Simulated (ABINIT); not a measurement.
A run of ABINIT 10.8.3 (patched build):

Contents of run.abi:

```
# Datasets: one volume each
ndtset 7
getwfk -1
scalecart1 3*0.9795861087
scalecart2 3*0.9864848297
scalecart3 3*0.9932883884
scalecart4 3*1.0000000000
scalecart5 3*1.0066227096
scalecart6 3*1.0131594038
scalecart7 3*1.0196128224

# Pseudopotentials
pp_dirpath "./"
pseudos "Te.GGA_PBE-JTH.xml, Cd.GGA_PBE-JTH.xml"

# Structure
acell 3*1.0 Angstrom
rprim
     0.0000000000     3.2050000000     3.2050000000
     3.2050000000     0.0000000000     3.2050000000
     3.2050000000     3.2050000000     0.0000000000
ntypat 2
znucl 52 48
natom 2
typat 1 2
xred
     0.7500000000     0.7500000000     0.7500000000
     0.0000000000     0.0000000000     0.0000000000

# Plane-wave basis
ecut 26.0
pawecutdg 48.0
pawxcdev 0

# k points
kptopt 1
ngkpt 7 7 7
nshiftk 1
shiftk 0.0 0.0 0.0

# Exchange and correlation
ixc -109134

# Bands and occupations
nband 13
occopt 3
tsmear 0.00183747

# SCF cycle
nstep 100
tolvrs 1.0e-9

# Output
iomode 3
prtwf 1
prtden 0
prteig 0
prtebands 0
```

Potentials or basis: JTH PAW PBE v2.0.

Run with:

```bash
$ abinit run.abi > log 2>&1
```

Hardware: 1 thread of Arm Neoverse V2, on a shared host.

Problem. How long does it take, and how much memory?

Solution. Wall time 3.2 min on 1 thread of Arm Neoverse V2 (shared host), peak memory 0.22 GiB. Counts: scf iterations 88, mpi ranks 1, k points 20, bands 13, plane waves 2677.
